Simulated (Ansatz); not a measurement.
CdF2:

```
CELL_PARAMETERS angstrom
0.00000 2.69400 2.69400
2.69400 0.00000 2.69400
2.69400 2.69400 0.00000
ATOMIC_POSITIONS crystal
Cd 0.00000 0.00000 0.00000
F 0.75000 0.75000 0.75000
F 0.25000 0.25000 0.25000
```

Base run:

* Program: Ansatz 0.2.0
* Functional: PBE0
* Potentials or basis: Ansatz PAW
* Cutoff: 420 eV (not typed: the program's choice for these potentials)
* k mesh: 5 × 5 × 5
* Occupations: fermi-dirac, width 0.05 eV
* Spin: no spin polarisation

Its results: band gap on the k mesh 6.05 eV, indirect (least direct gap 6.54 eV); pressure 1.5 GPa.

Q: The run is repeated on the same cell with these changes: functional from PBE0 to RPBE; k mesh from 5 × 5 × 5 to 9 × 9 × 9. What comes out?

A: Band gap on the k mesh 3.33 eV, indirect (least direct gap 3.81 eV); pressure 10.3 GPa.

Several settings changed at once, so the effect can't be laid on one alone.

Caveats: the PAW data sets come from PBE, with cores solved anew for the run's functional, which leaves a small shift of forces and pressure; the k mesh misses the band edges, so the gap on the mesh is wider than the one along the path (some runs); the thresholds are loose for stress (some runs).
